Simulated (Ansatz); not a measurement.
MoS2: all-electron results

```
CELL_PARAMETERS angstrom
1.58550 0.91539 6.11500
-1.58550 0.91539 6.11500
0.00000 -1.83078 6.11500
ATOMIC_POSITIONS crystal
Mo 0.00000 0.00000 0.00000
S 0.75000 0.75000 0.75000
S 0.25000 0.25000 0.25000
```

Atom numbers follow the list: Mo1, S2, S3.

The conventional cell has a = 3.171 Å, b = 3.171 Å, c = 18.345 Å, α = 90.00°, β = 90.00°, γ = 120.00°. Around Mo (atom 1) lie 6 S at 2.39 Å. S (atom 2) is surrounded by 3 Mo at 2.39 Å.

The cell comes from COD entry 4124624, which wasn't checked; take it as a given geometry. Its inner coordinates are ideal values, not refined ones.

Levels of theory: DFT, PBE, all-electron LAPW, scalar-relativistic (Ansatz 0.2.0); DFT, PBE, PAW with Ansatz's default frozen-core files, scalar-relativistic (Ansatz 0.2.0).

For LAPW: a Γ-centred 13×13×13 k mesh, Fermi–Dirac smearing of 0.08 eV, basis error target 1 meV/atom, no spin polarisation. PAW takes a cutoff of 420 eV at this cell. The Ansatz runs share mesh, smearing and spin set-up. Values come from LAPW unless marked.

| Item | Value |
| --- | --- |
| Pressure at this cell | 79.9 kbar |
| Volume per atom | 17.75 Å³ |

(1) Predict this quantity. Löwdin charges (with 0.20 e of the cell spilling out of the atomic basis, so their sizes and signs hang on that basis).

(2) Largest force: what does the calculation give?

(3) Predict this quantity. Density of states at the Fermi level (0.2 eV bin).

(4) Predict this quantity. Stress xx, yy, zz (compression positive).

(5) Give the computed value. Band gap.

(6) Predict this quantity. Bader charges (from the PAW run).

Answers

(1) Mo1 0.35, S2 -0.07 e.

(2) 1.003 eV/Å on S2.

(3) 0.88 states/eV per cell.

(4) 6.60, 6.60, 10.76 GPa.

(5) none: bands cross the Fermi level, a metal.

(6) Mo1 +1.31, S2 -0.65 e.
